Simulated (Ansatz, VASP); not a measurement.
## Pt: VASP beside Ansatz

```xyz
1
Lattice="0.0000 1.9277 1.9277 1.9277 0.0000 1.9277 1.9277 1.9277 0.0000" Properties=species:S:1:pos:R:3 pbc="T T T"
Pt    0.0000    0.0000    0.0000
```

Alike in both runs: task single point; functional PBE; k mesh 13 × 13 × 13; occupations methfessel-paxton of order 1, width 0.05 eV; no spin polarisation.

```csv
,VASP,Ansatz
version,VASP 6.6.1,Ansatz 0.2.0
potentials or method,"VASP PAW PBE potentials, release 64 (Pt)","plane waves, PAW"
plane-wave cutoff (eV),520,500
valence electrons in the cell,10,18
```

Ansatz gave:

- pressure (GPa): 27.5

Question: Estimate VASP's values.

Answer: Pressure (GPa): 27.0.

With one functional, cell and mesh, what is left measures potentials, basis and numerics. The two sets of potentials don't hold the same shells in valence.

Caveats: so large a pressure means that the cell lies far from this level's equilibrium, or that cutoff or potentials fall short (VASP). The runs have no spin-orbit coupling, so splittings on Pt are missing.
